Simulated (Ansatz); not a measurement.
A crystal relaxed with r2SCAN in Ansatz has space group Fm-3m (No. 225) and a = 4.795 Å.

```tsv
atom	site	x	y	z
Ca	4a	0.0000	0.0000	0.0000
Xx	4b	0.5000	0.0000	0.0000
```

The r2SCAN gap is indirect, 4.20 eV (Γ to X), below the direct gap of 4.57 eV at X. HSE06 gives an indirect gap of 5.31 eV, from Γ to X; the least direct gap is 5.73 eV at X. PBE gives an indirect gap of 3.65 eV, from Γ to X; the least direct gap is 4.02 eV at X. Meshes: r2SCAN 10×10×10, HSE06 6×6×6, PBE 10×10×10. r2SCAN's ε∞ is 3.5 in all directions.

Q: Which element is Xx?
A. Te
B. O
C. Se
D. S

A: B. Xx is O: CaO built on the rocksalt prototype. Ca has 6 O at 2.40 Å; O has 6 Ca at 2.40 Å.

The values are computed, spin-unpolarised, and not measurements.

The meshes of the hybrids are coarse, so their gaps aren't converged to the digits shown.
